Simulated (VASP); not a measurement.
Calculation: LDA (Ceperley-Alder, Perdew-Zunger), VASP's LDA PAW potentials (set 64) (plane waves; VASP 6.6.1).

Input for VASP

### INCAR
```
SYSTEM = NaBr
PREC = Accurate
ENCUT = 300
EDIFF = 1E-6
NELM = 100
ALGO = Normal
LREAL = .FALSE.
LASPH = .TRUE.
ISMEAR = -1
SIGMA = 0.01
LMAXMIX = 4
LWAVE = .FALSE.
LCHARG = .FALSE.
ISIF = 2
```

KPOINTS:
```
K-points
0
Gamma
  5 5 5
0 0 0
```

### POSCAR
```
NaBr
1
    0.0000000000     2.9645020000     2.9645020000
    2.9645020000     0.0000000000     2.9645020000
    2.9645020000     2.9645020000     0.0000000000
Na Br
1 1
Direct
  0.0000000000   0.0000000000   0.0000000000
  0.5000000000   0.5000000000   0.5000000000
```

POTCAR, in this order: Na_pv Br (LDA.64 set). Program: vasp_std.

The resulting files:

**OUTCAR**
```
 ion  position               nearest neighbor table
   1  0.000  0.000  0.000-
   2  0.500  0.500  0.500-
  LATTYP: Found a face centered cubic cell.
 ALAT       =     5.9290040000
 Subroutine PRICEL returns:
 Original cell was already a primitive cell.
 Subroutine GETGRP returns: Found 48 space group operations
The static configuration has the point symmetry O_h .
The dynamic configuration has the point symmetry O_h .
 Subroutine INISYM returns: Found 48 space group operations
 Subroutine IBZKPT returns following result:
 Found     10 irreducible k-points:

 Following reciprocal coordinates:
            Coordinates               Weight
  0.000000  0.000000  0.000000      1.000000
  0.200000  0.000000  0.000000      8.000000
  0.400000  0.000000  0.000000      8.000000
  0.200000  0.200000  0.000000      6.000000
  0.400000  0.200000  0.000000     24.000000
 -0.400000  0.200000  0.000000     24.000000
 -0.200000  0.200000  0.000000     12.000000
  0.400000  0.400000  0.000000      6.000000
 -0.400000  0.400000  0.000000     12.000000
 -0.400000  0.400000  0.200000     24.000000
   k-points           NKPTS =     10   k-points in BZ     NKDIM =     10   number of bands    NBANDS=     11
   number of dos      NEDOS =    301   number of ions     NIONS =      2
   total plane-waves  NPLWV =  13824
   dimension x,y,z NGX =    24 NGY =   24 NGZ =   24
   dimension x,y,z NGXF=    48 NGYF=   48 NGZF=   48
   ions per type =               1   1
   PREC   = accura    normal or accurate (medium, high low for compatibility)
   ISTART =      0    job   : 0-new  1-cont  2-samecut
   ICHARG =      2    charge: 1-file 2-atom 10-const
   ISPIN  =      1    spin polarized calculation?
   LNONCOLLINEAR =      F non collinear calculations
   LSORBIT =      F    spin-orbit coupling
   INIWAV =      1    electr: 0-lowe 1-rand  2-diag
   ENCUT  =  300.0 eV  22.05 Ry    4.70 a.u.   5.92  5.92  5.92*2*pi/ulx,y,z
...
```

File OSZICAR:
```
       N       E                     dE             d eps       ncg     rms          rms(c)
DAV:   1     0.671338596909E+02    0.67134E+02   -0.54906E+03   228   0.803E+02
DAV:   2    -0.117501720238E+01   -0.68309E+02   -0.64948E+02   242   0.208E+02
DAV:   3    -0.676586916516E+01   -0.55909E+01   -0.55713E+01   262   0.619E+01
DAV:   4    -0.685889324079E+01   -0.93024E-01   -0.92971E-01   261   0.914E+00
DAV:   5    -0.686020306755E+01   -0.13098E-02   -0.13098E-02   259   0.102E+00    0.156E+00
DAV:   6    -0.675032687924E+01    0.10988E+00   -0.16404E-01   244   0.282E+00    0.957E-01
DAV:   7    -0.673193554219E+01    0.18391E-01   -0.59746E-02   258   0.160E+00    0.507E-01
DAV:   8    -0.673108404309E+01    0.85150E-03   -0.30583E-03   256   0.592E-01    0.108E-01
DAV:   9    -0.673103114494E+01    0.52898E-04   -0.15202E-04   250   0.116E-01    0.424E-02
DAV:  10    -0.673103525311E+01   -0.41082E-05   -0.16200E-05   256   0.486E-02    0.211E-03
DAV:  11    -0.673103510864E+01    0.14447E-06   -0.10866E-06   152   0.149E-02
   1 F= -.67310351E+01 E0= -.67310351E+01  d E =-.717792E-13
```

**OUTCAR**
```
------------------------ aborting loop because EDIFF is reached ----------------------------------------
  FORCE on cell =-STRESS in cart. coord.  units (eV):
  Direction    XX          YY          ZZ          XY          YZ          ZX
  --------------------------------------------------------------------------------------
  Total       -0.5347102     -0.5347102     -0.5347102     -0.0000000     -0.0000000      0.0000000
  in kB      -16.4415891    -16.4415891    -16.4415891     -0.0000000     -0.0000000      0.0000000
  external PRESSURE =     -16.4415891 kB  Pullay stress =       0.0000000 kB
  volume of cell :       52.11
      direct lattice vectors                 reciprocal lattice vectors
     0.000000000  2.964502000  2.964502000    -0.168662393  0.168662393  0.168662393
     2.964502000  0.000000000  2.964502000     0.168662393 -0.168662393  0.168662393
     2.964502000  2.964502000  0.000000000     0.168662393  0.168662393 -0.168662393
 POSITION                                       TOTAL-FORCE (eV/Angst)
 -----------------------------------------------------------------------------------
      0.00000      0.00000      0.00000         0.000000     -0.000000     -0.000000
      2.96450      2.96450      2.96450         0.000000      0.000000      0.000000
 -----------------------------------------------------------------------------------
    total drift:                                0.000000     -0.000000     -0.000000
  FREE ENERGIE OF THE ION-ELECTRON SYSTEM (eV)
  ---------------------------------------------------
  free  energy   TOTEN  =        -6.7310351086 eV

  energy  without entropy=       -6.7310351086  energy(sigma->0) =       -6.73103511
```
(Selected blocks of OUTCAR.)

### OUTCAR
```
 val. band max:       -0.7471375770   @ k =   0.0000   0.0000   0.0000

 cond. band min:       3.1123943293   @ k =   0.0000   0.0000   0.0000


 Fermi energy:        -0.4879730684

 k-point     1 :       0.0000    0.0000    0.0000
  band No.  band energies     occupation
      1     -22.2184      2.00000
      2     -22.2184      2.00000
      3     -22.2184      2.00000
      4     -13.6329      2.00000
      5      -0.7471      2.00000
      6      -0.7471      2.00000
      7      -0.7471      2.00000
      8       3.1124      0.00000
      9       8.8952      0.00000
     10       8.8952      0.00000
     11       8.8952      0.00000

 k-point     2 :       0.2000    0.0000    0.0000
  band No.  band energies     occupation
      1     -22.2246      2.00000
      2     -22.2188      2.00000
      3     -22.2188      2.00000
      4     -13.5311      2.00000
      5      -1.7242      2.00000
      6      -0.8544      2.00000
      7      -0.8544      2.00000
      8       4.2934      0.00000
      9       8.0497      0.00000
     10       9.1563      0.00000
     11       9.1563      0.00000

 k-point     3 :       0.4000    0.0000    0.0000
  band No.  band energies     occupation
      1     -22.2346      2.00000
      2     -22.2195      2.00000
      3     -22.2195      2.00000
      4     -13.3575      2.00000
      5      -2.8047      2.00000
      6      -1.0161      2.00000
      7      -1.0161      2.00000
      8       5.1224      0.00000
      9       8.6616      0.00000
     10       8.6616      0.00000
     11       8.6932      0.00000

 k-point     4 :       0.2000    0.2000    0.0000
  band No.  band energies     occupation
      1     -22.2238      2.00000
      2     -22.2201      2.00000
      3     -22.2201      2.00000
      4     -13.5024      2.00000
      5      -1.7218      2.00000
      6      -1.0194      2.00000
      7      -1.0194      2.00000
      8       4.7013      0.00000
      9       7.3610      0.00000
...
```

At this cut-off the stress carries a Pulay error, which pulls relaxed volumes low.

The structure comes from a computed database's NaBr entry; how it stands against other phases isn't given here. The cell was not relaxed at this level. The run is one of a series of settings (GGA removed, POTCAR Na_pv Br (LDA.64 set) against the base run), some of them coarse on purpose.
